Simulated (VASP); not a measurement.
A run of VASP 6.6.1:

INCAR

```
SYSTEM = CdSe
PREC = Accurate
ENCUT = 520
EDIFF = 1E-6
ISMEAR = 0
SIGMA = 0.023
LREAL = .False.
LASPH = .True.
NELM = 100
ALGO = Normal
ISIF = 2
LWAVE = .False.
LCHARG = .False.
GGA = PE
NBANDS = 16
```

File KPOINTS:

```
Automatic mesh
0
Gamma
  8 8 8
  0 0 0
```

File POSCAR:

```
CdSe
1.0
    0.0000000000      3.0702711986      3.0702711986
    3.0702711986      0.0000000000      3.0702711986
    3.0702711986      3.0702711986      0.0000000000
Cd Se
1 1
Direct
    0.0000000000      0.0000000000      0.0000000000
    0.2500000000      0.2500000000      0.2500000000
```

Potentials or basis: VASP PAW PBE potentials, release 64 (Cd, Se).

Run with:

```console
$ cat potpaw_PBE.64/Cd/POTCAR potpaw_PBE.64/Se/POTCAR > POTCAR
$ mpirun -np 1 vasp_std > vasp.out
```

Hardware: 1 thread of Intel(R) Xeon(R) Platinum 8488C (Sapphire Rapids), with other jobs on the host.

Question: Estimate the wall time of this run.

Answer: Wall time 11 s on 1 thread of Intel(R) Xeon(R) Platinum 8488C (Sapphire Rapids), on a shared host, peak memory 0.18 GiB. Counts: scf iterations 12, k points 29.
